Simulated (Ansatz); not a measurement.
Relaxing TiSe2 in the CdI2-type structure

**What was measured.** From “Effect of Cu intercalation and pressure on excitonic interaction in 1T-TiSe2”, 2019, arxiv:1902.02046, for a bulk crystal of TiSe2 at 300 K: lattice constant a 3.5395 ± 0.0003 Å.

From “Drastic suppression of CDW (charge density wave) by Pd addition in TiSe2”, 2022, arxiv:2211.04751, for a powder of TiSe2: lattice constant c 6.011 ± 0.004 Å.

The results are compared with them further down.

Method: PBEsol, scalar-relativistic; no spin polarisation; PAW, 420 eV, 10×10×6 k-mesh, Gaussian smearing of 0.05 eV; code Ansatz. The datasets are Ansatz's generated set soft_2.

The compound is reported in the structure type of the start.

Starting cell:

```
Ti Se
1.0
     3.60882    0.00000    0.00000
    -1.80441    3.12533    0.00000
     0.00000    0.00000    5.82178
Ti Se
1 2
Direct
  0.00000 0.00000 0.00000
  0.33333 0.66667 0.25200
  0.66667 0.33333 0.74800
```

The runs in order:

```csv
run,level,k-mesh,kind,V (Å³/atom),P (GPa),E − E(final) (meV/atom),gap on the mesh (eV)
1,PBEsol,10×10×6,cell and atoms relaxed,20.72,0.0,0.0,metal
```

The final structure (symmetry read at 0.01 Å). The structure is trigonal, space group P-3m1 (No. 164). The conventional cell has a = 3.477 Å, b = 3.477 Å, c = 5.935 Å, α = 90.00°, β = 90.00°, γ = 120.00°. Around Ti (site symmetry -3m) lie 6 Se at 2.53 Å. Se (site symmetry 3m) is surrounded by 3 Ti at 2.53 Å. (Neighbours are counted to 15 % beyond the shortest distance.)

```
atom  site  symmetry       x       y       z
  Ti    1a      -3m.  0.0000  0.0000  0.0000
  Se    2d       3m.  0.3333  0.6667  0.2600
```

At the final geometry the gap, band path included, is zero (metallic). Against the elements' standard states, run alike and uncorrected, the formation energy is -1.14 eV/atom. The runs in the table took roughly 0.6 core-minutes.

**Against experiment.** Against the measured lattice constant a of TiSe2, 3.5395 Å (300 K; “Effect of Cu intercalation and pressure on excitonic interaction in 1T-TiSe2”, 2019, arxiv:1902.02046), the calculated 3.477 Å is off by -1.8 %. Measured lattice constant c of TiSe2: 6.011 Å (powder; “Drastic suppression of CDW (charge density wave) by Pd addition in TiSe2”, 2022, arxiv:2211.04751). This calculation gives 5.935 Å (-1.3 %). 2 values of this kind are on record (6.0082 to 6.011 Å); this one was drawn at random, those with a stated uncertainty first. The calculation is for a static lattice, without zero-point motion or thermal expansion, which are too small to cover a miss of this size.

The structure is layered, and this functional has no dispersion term, so the layers' spacing is poorly fixed, often too long, and so is what hangs on it.
